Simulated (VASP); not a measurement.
## CO2 in VASP 6.6.1, single-point calculation

INCAR

```
ENCUT = 520
LCHARG = .FALSE.
EDIFF = 1E-7
ISMEAR = -1
LASPH = .TRUE.
NBANDS = 25
SIGMA = 0.02
LWAVE = .FALSE.
NELM = 99
LREAL = .FALSE.
IBRION = -1
ISIF = 2
GGA = PE
PREC = Accurate
NSW = 0
```

KPOINTS

```
KPOINTS created by Atomic Simulation Environment
0
Gamma
4 4 4
0 0 0
```

POSCAR

```
C  O
 1.0000000000000000
     3.9678365154000002    0.0000000000000000    0.0000000000000000
     0.0000000000000000    3.9678365154000002    0.0000000000000000
     0.0000000000000000    0.0000000000000000    4.3582814193999999
 C   O
   2   4
Cartesian
  1.9839182577000001  1.9839182577000001  2.1791407097000004
 -0.0000000000000000  0.0000000000000000  0.0000000000000000
  1.1645879358292557  2.8032485795707451  2.1791407097000004
  2.8032485795707451  1.1645879358292557  2.1791407097000004
  0.8193303218707445  0.8193303218707445  0.0000000000000000
  3.1485061935292551  3.1485061935292551  0.0000000000000000
```

The recommended PBE PAW datasets give the neutral cell 32 valence electrons.

Command

```
mpirun -np 1 vasp_std
```

OSZICAR

```
N       E                     dE             d eps       ncg     rms          rms(c)
DAV:   1     0.154284471576E+03    0.15428E+03   -0.17770E+04   900   0.122E+03
DAV:   2    -0.397857922949E+02   -0.19407E+03   -0.18487E+03  1197   0.279E+02
DAV:   3    -0.487384878254E+02   -0.89527E+01   -0.89022E+01  1067   0.610E+01
DAV:   4    -0.488062432068E+02   -0.67755E-01   -0.67723E-01  1127   0.605E+00
DAV:   5    -0.488069955289E+02   -0.75232E-03   -0.75227E-03  1132   0.626E-01    0.138E+01
DAV:   6    -0.458232247923E+02    0.29838E+01   -0.72306E+00  1133   0.197E+01    0.629E+00
DAV:   7    -0.456209420341E+02    0.20228E+00   -0.40659E-01  1072   0.456E+00    0.344E+00
DAV:   8    -0.455698693506E+02    0.51073E-01   -0.26283E-01  1110   0.328E+00    0.807E-01
DAV:   9    -0.455648079835E+02    0.50614E-02   -0.18701E-02  1061   0.101E+00    0.333E-01
DAV:  10    -0.455651815469E+02   -0.37356E-03   -0.37734E-03  1147   0.417E-01    0.526E-02
DAV:  11    -0.455652995141E+02   -0.11797E-03   -0.93025E-05   989   0.749E-02    0.195E-02
DAV:  12    -0.455653216693E+02   -0.22155E-04   -0.20365E-05  1124   0.330E-02    0.284E-03
DAV:  13    -0.455653225075E+02   -0.83824E-06   -0.91485E-07  1043   0.650E-03    0.128E-03
DAV:  14    -0.455653224058E+02    0.10170E-06   -0.63107E-08   833   0.217E-03    0.219E-04
DAV:  15    -0.455653223905E+02    0.15265E-07   -0.22463E-08   667   0.104E-03
   1 F= -.45565322E+02 E0= -.45565322E+02  d E =-.287288E-11
```

From OUTCAR

```
k-points           NKPTS =     18   k-points in BZ     NKDIM =     18   number of bands    NBANDS=     25

   NELECT =      32.0000    total number of electrons

   dimension x,y,z NGX =    30 NGY =   30 NGZ =   32
   dimension x,y,z NGXF=    60 NGYF=   60 NGZF=   64

  energy-cutoff  :      520.00
  volume of cell :       68.62
      direct lattice vectors                 reciprocal lattice vectors
     3.967836515  0.000000000  0.000000000     0.252026513  0.000000000  0.000000000
     0.000000000  3.967836515  0.000000000     0.000000000  0.252026513  0.000000000
     0.000000000  0.000000000  4.358281419     0.000000000  0.000000000  0.229448240

 k-points in reciprocal lattice and weights: KPOINTS created by Atomic Simulation Env
   0.00000000  0.00000000  0.00000000       0.016
   0.25000000  0.00000000  0.00000000       0.062
   0.50000000  0.00000000  0.00000000       0.031
   0.25000000  0.25000000  0.00000000       0.062
   0.50000000  0.25000000  0.00000000       0.062
   0.50000000  0.50000000  0.00000000       0.016
   0.00000000  0.00000000  0.25000000       0.031
   0.25000000  0.00000000  0.25000000       0.125
   ...

 E-fermi :  -1.1819

 k-point     1 :       0.0000    0.0000    0.0000
  band No.  band energies     occupation
      1     -23.0575      2.00000
      2     -22.4779      2.00000
      3     -21.6164      2.00000
      4     -21.6164      2.00000
      5      -7.7354      2.00000
      6      -7.2425      2.00000
      7      -7.0822      2.00000
      8      -6.2756      2.00000
      9      -6.2756      2.00000
     10      -5.1713      2.00000
     11      -5.1713      2.00000
     12      -5.0588      2.00000
     13      -3.7555      2.00000
     14      -2.4740      2.00000
     15      -2.3778      2.00000
     16      -2.3778      2.00000
     17       5.1464      0.00000
     18       5.3976      0.00000
     19       6.0028      0.00000
     20       6.0028      0.00000
     21       7.7437      0.00000
     22       9.1839      0.00000
     23      12.7996      0.00000
     24      14.3411      0.00000
     25      15.7759      0.00000

 k-point     2 :       0.2500    0.0000    0.0000
  band No.  band energies     occupation
      1     -22.9508      2.00000
      2     -22.5270      2.00000
      3     -21.6518      2.00000
      4     -21.6373      2.00000
      5      -7.5703      2.00000
      6      -7.2586      2.00000
      7      -6.9706      2.00000
      8      -6.6114      2.00000
      9      -6.1875      2.00000
     10      -5.5461      2.00000
     11      -5.4393      2.00000
     12      -5.3211      2.00000
     13      -3.1795      2.00000
     14      -2.3565      2.00000
     15      -2.3559      2.00000
     16      -2.3246      2.00000
     17       5.7018      0.00000
     18       6.0304      0.00000
     19       6.1573      0.00000
     20       6.1714      0.00000
     21       7.3124      0.00000
     22       9.6895      0.00000
     23      11.8567      0.00000
     24      14.1344      0.00000
     25      14.8378      0.00000

 ...

  Total        5.9093557      5.9093557      2.8189987      0.0000000      0.0000000      0.0000000
  in kB      137.9837373    137.9837373     65.8237554      0.0000000      0.0000000      0.0000000
  external PRESSURE =     113.9304100 kB  Pullay stress =       0.0000000 kB

 POSITION                                       TOTAL-FORCE (eV/Angst)
 -----------------------------------------------------------------------------------
      1.98392      1.98392      2.17914         0.000000     -0.000000      0.000000
      0.00000      0.00000      0.00000         0.000000     -0.000000      0.000000
      1.16459      2.80325      2.17914        -1.003572      1.003572      0.000000
      2.80325      1.16459      2.17914         1.003572     -1.003572      0.000000
      0.81933      0.81933      0.00000         1.003572      1.003572      0.000000
      3.14851      3.14851      0.00000        -1.003572     -1.003572      0.000000
 -----------------------------------------------------------------------------------
    total drift:                                0.000000      0.000000      0.000000

  FREE ENERGIE OF THE ION-ELECTRON SYSTEM (eV)
  ---------------------------------------------------
  free  energy   TOTEN  =       -45.5653223905 eV

  energy  without entropy=      -45.5653223905  energy(sigma->0) =      -45.56532239
```

It converged. Results: gap between bands v and c on the k mesh 6.82 eV; least direct gap on the k mesh 7.44 eV; pressure 11.4 GPa; largest force 1.42 eV/Å. Band v is the last that the valence electrons fill when counted band by band, and c is the next.

For comparison, a separate PBE run of the intended cell, on usual settings and not on those above, gives a gap of 6.82 eV on its mesh and a pressure of 11.4 GPa.

The run above took about 21 s on one core of a shared host (Intel Xeon Platinum 8488C) and held 0.17 GiB at most.
